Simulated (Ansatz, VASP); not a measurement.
One calculation of AgCl, two programs

Contents of INCAR:

```
PREC     = Accurate       # precision mode
ENCUT    = 520            # plane-wave cutoff, eV
EDIFF    = 1E-8           # SCF threshold, eV
ISMEAR   = -1             # smearing method
SIGMA    = 0.01           # smearing width, eV
LREAL    = False          # projectors in reciprocal space
LASPH    = True           # aspherical terms in the spheres
NELM     = 60             # most SCF steps
ALGO     = Normal         # electronic algorithm
ISIF     = 2              # what is computed and relaxed
LWAVE    = False          # write WAVECAR
LCHARG   = False          # write CHGCAR
GGA      = PS             # functional
LEFG     = True         
NBANDS   = 16             # bands
```

KPOINTS

```
Automatic mesh
0
Gamma
  9 9 9
```

File POSCAR:

```
AgCl
1.0
    0.0277315000      2.7870157500      2.7870157500
    2.7870157500      0.0277315000      2.7870157500
    2.7870157500      2.7870157500      0.0277315000
Ag Cl
1 1
Direct
    0.5000000000      0.5000000000      0.5000000000
    0.0000000000      0.0000000000      0.0000000000
```

Input for Ansatz:

```yaml
crystal:
  lattice:
    - [0.0277315, 2.78701575, 2.78701575]
    - [2.78701575, 0.0277315, 2.78701575]
    - [2.78701575, 2.78701575, 0.0277315]
  atoms:
    - { symbol: Ag, position: [0.5, 0.5, 0.5] }
    - { symbol: Cl, position: [0.0, 0.0, 0.0] }
kpoints:
  mp_grid: { grid: [9, 9, 9] }
scf:
  occupations: { method: fermi_dirac, width: 0.01 }
hamiltonian:
  xc: pbesol
  pseudopotentials: { kind: all_electron, datasets: crystal }
output:
  forces: true
  stress: true
  eigenvalues: true
  efg: { contact_densities: true }
```

Change from the starting cell: equal xy, yz and zx shear strains of +1 %, crystal datasets.

Alike in both runs: task electric field gradients; functional PBEsol; k mesh 9 × 9 × 9; occupations fermi-dirac, width 0.01 eV; no spin polarisation.

|  | VASP | Ansatz |
| --- | --- | --- |
| version | VASP 6.6.1 | Ansatz 0.2.0 |
| potentials or method | VASP PAW PBE potentials, release 64 (Ag, Cl) | all-electron PAW with datasets made for the crystal, scalar-relativistic |
| plane-wave cutoff (eV) | 520 | see its input |

```csv
,VASP,Ansatz,Ansatz less VASP
gap on the k mesh at the Fermi level (eV),0.76,0.77,+0.005
pressure (GPa),-2.7,-2.6,+0.11
largest component of the traceless stress (GPa),0.07,0.07,0.000
Vzz of the field gradient on the site that differs most (V/Å²),4.5,4.6,+0.06
```

Ansatz ran all-electron here, so the differences hold the error of VASP's frozen core and of both bases. Ansatz warned: «gradients_without_spin_orbit».

Caveats: the PAW data sets were made with another functional, which shifts forces and pressure a little (VASP); an odd mesh through Γ misses points on the zone boundary, where band edges often lie.
